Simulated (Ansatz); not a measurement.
## AgCl: distorted cells

These are results of Ansatz, DFT PBEsol, scalar-relativistic, plane waves, PAW, not measurements.

Plane waves to 420 eV, a k mesh through Γ of 8×8×8 on the computed 2-atom cell and Gaussian smearing (0.02 eV); no spin polarisation.

Reference cell:

```
CELL_PARAMETERS angstrom
0.00000 2.77315 2.77315
2.77315 0.00000 2.77315
2.77315 2.77315 0.00000
ATOMIC_POSITIONS crystal
Ag 0.50000 0.50000 0.50000
Cl 0.00000 0.00000 0.00000
```

Each variant moves atoms of this cell by the vectors given, if any (Å), and then applies a symmetric strain (tensor components, Cartesian axes). The reference cell isn't relaxed at this level. Energies are per atom at zero smearing, counted from the lowest variant. Pressure is positive in compression.

1. no strain; moves: Cl2 (-0.070, -0.133, -0.167)
2. strain (xx yy zz yz xz xy, %) 1.17 1.17 1.17 0.00 0.00 0.00
3. strain (xx yy zz yz xz xy, %) -1.82 -1.82 -1.82 0.00 0.00 0.00
4. strain (xx yy zz yz xz xy, %) -6.31 -0.31 -0.31 0.00 0.00 0.00; moves: Ag1 (-0.100, 0.000, 0.000); Cl2 (0.100, 0.000, 0.000)
5. strain (xx yy zz yz xz xy, %) -0.30 -0.30 -0.30 0.00 0.00 0.00
6. no strain; moves: Ag1 (-0.049, 0.040, -0.136)
7. strain (xx yy zz yz xz xy, %) 4.44 5.32 4.26 -0.10 1.00 -0.11; moves: Ag1 (-0.030, -0.106, -0.102); Cl2 (0.030, 0.106, 0.102)
8. strain (xx yy zz yz xz xy, %) -4.46 -2.96 -2.96 0.00 0.00 0.00
9. no strain; moves: Ag1 (-0.004, 0.013, -0.043)

| result | ΔE (meV/atom) | P (GPa) | largest force (eV/Å) | gap on mesh (eV) |
| --- | --- | --- | --- | --- |
| A | 6.8 | -2.25 | 0.00 | 0.73 |
| B | 10.2 | -2.61 | 0.04 | 0.73 |
| C | 20.3 | -1.84 | 0.20 | 0.70 |
| D | 0.0 | 0.06 | 0.00 | 0.72 |
| E | 25.5 | -3.97 | 0.00 | 0.74 |
| F | 10.7 | 3.41 | 0.00 | 0.68 |
| G | 39.5 | 2.75 | 0.75 | 0.64 |
| H | 102.3 | -5.57 | 0.03 | 0.78 |
| I | 14.5 | -2.28 | 0.13 | 0.73 |

Q: Which variant gave which result?

A: A is 5, B is 9, C is 1, D is 3, E is 2, F is 8, G is 4, H is 7, I is 6.